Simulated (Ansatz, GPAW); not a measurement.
This is a calculation of KCl (Sylvite) for Ansatz 0.2.0. Atoms were shifted at random by some hundredths of an Å from the given cell, which wasn't relaxed again for these runs. 

File input.yaml:

```yaml
crystal:
  lattice:
    - [0.0, 3.14647, 3.14647]
    - [3.14647, 0.0, 3.14647]
    - [3.14647, 3.14647, 0.0]
  atoms:
    - { symbol: K, position: [-0.011176, 0.011859, -0.001972] }
    - { symbol: Cl, position: [0.483026, 0.502097, 0.505637] }
hamiltonian:
  xc: pbesol
  pseudopotentials: { kind: paw }
kpoints:
  mp_grid: { grid: [7, 7, 7] }
scf:
  occupations: { method: fermi_dirac, width: 0.05 }
output:
  forces: true
  stress: true
  eigenvalues: true
  write_density: true
  write_potential: true
  elf: true
  volumetric_format: npy
```

Potentials or basis: Ansatz PAW.

Run with:

```console
$ ansatz run input.yaml --threads 1 --pin off --max-ram 3584MiB --backend cpu --events-out ev --progress --plain --runs-dir out
```

Question: What does the same run look like in GPAW 26.7.0 (ASE script)? Potentials or basis there: PAW data sets generated for this functional, cutoff 600 eV.

Answer: As run (cutoffs and basis follow the program's own potentials, and thresholds, step limits or extra output files can differ):

The input run.py:

```python
from ase import Atoms
from ase.dft.bandgap import bandgap
from ase.io import write
from ase.units import GPa
from gpaw import GPAW, PW, setup_paths

setup_paths.insert(0, '.')

atoms = Atoms(['K', 'Cl'],
              cell=[[0.0, 3.14647, 3.14647],
                    [3.14647, 0.0, 3.14647],
                    [3.14647, 3.14647, 0.0]],
              scaled_positions=[[-0.011176, 0.011859, -0.001972],
                                [0.483026, 0.502097, 0.505637]],
              pbc=True)

calc = GPAW(mode=PW(600),
            xc='PBEsol',
            kpts={'size': (7, 7, 7), 'gamma': True},
            occupations={'name': 'fermi-dirac', 'width': 0.05},
            nbands=16,
            convergence={'density': 1e-05, 'energy': 1e-05},
            maxiter=150,
            txt='gpaw.txt')
atoms.calc = calc
energy = atoms.get_potential_energy()
forces = atoms.get_forces()
stress = atoms.get_stress()
calc.write('gs.gpw')
write('result.traj', atoms)
print(f'Energy: {energy:.6f} eV')
print('Forces (eV/A):')
print(forces.round(4))
print('Stress (GPa):', (stress / GPa).round(3))
print('Fermi level:', round(calc.get_fermi_level(), 4), 'eV')
print(f'Gap: {bandgap(calc)[0]:.4f} eV, direct: {bandgap(calc, direct=True)[0]:.4f} eV')
```

Potentials or basis: PAW data sets generated in the run's folder for this functional, pw.

Command:

```sh
$ gpaw-setup -f PBEsol Cl K
$ OMP_NUM_THREADS=1 python run.py
```

Both were run:

|  | Ansatz | GPAW |
| --- | --- | --- |
| Pressure | -0.4 GPa | -0.5 GPa |
| Largest force | 0.058 eV/Å | 0.058 eV/Å |
| Energy over the undisturbed cell | 0.7 meV/atom | 0.7 meV/atom |

Ansatz's pressure holds a Pulay term of +0.00 GPa for its cutoff of 420 eV, which the other run lacks.

Ansatz's potentials were made for PBE.

Where Ansatz's input types no cutoff or centring, it takes its own default and a Γ-centred mesh.

Pressure is positive in compression.
